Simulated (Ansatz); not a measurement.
CoSn (space group P6/mmm) relaxed with several functionals in Ansatz (plane waves to 420 eV, scalar-relativistic PAW, no spin-orbit coupling, symmetry kept). The database cell has 16.63 Å³/atom; its temperature or method isn't stated, so the comparison with it is no error of the functional. No moments.

| functional | conventional cell | V (Å³/atom) | against the database cell (%) | gap on mesh (eV) | largest moment (μB) |
| --- | --- | --- | --- | --- | --- |
| PBE | a = 5.297 Å, b = 5.297 Å, c = 4.230 Å, α = 90.00°, β = 90.00°, γ = 120.00° | 17.13 | 3.0 | 0.00 | 0.00 |
| LDA | a = 5.174 Å, b = 5.174 Å, c = 4.123 Å, α = 90.00°, β = 90.00°, γ = 120.00° | 15.93 | -4.2 | 0.00 | 0.00 |
| PBE+D3(BJ) | a = 5.241 Å, b = 5.241 Å, c = 4.186 Å, α = 90.00°, β = 90.00°, γ = 120.00° | 16.59 | -0.2 | 0.00 | 0.00 |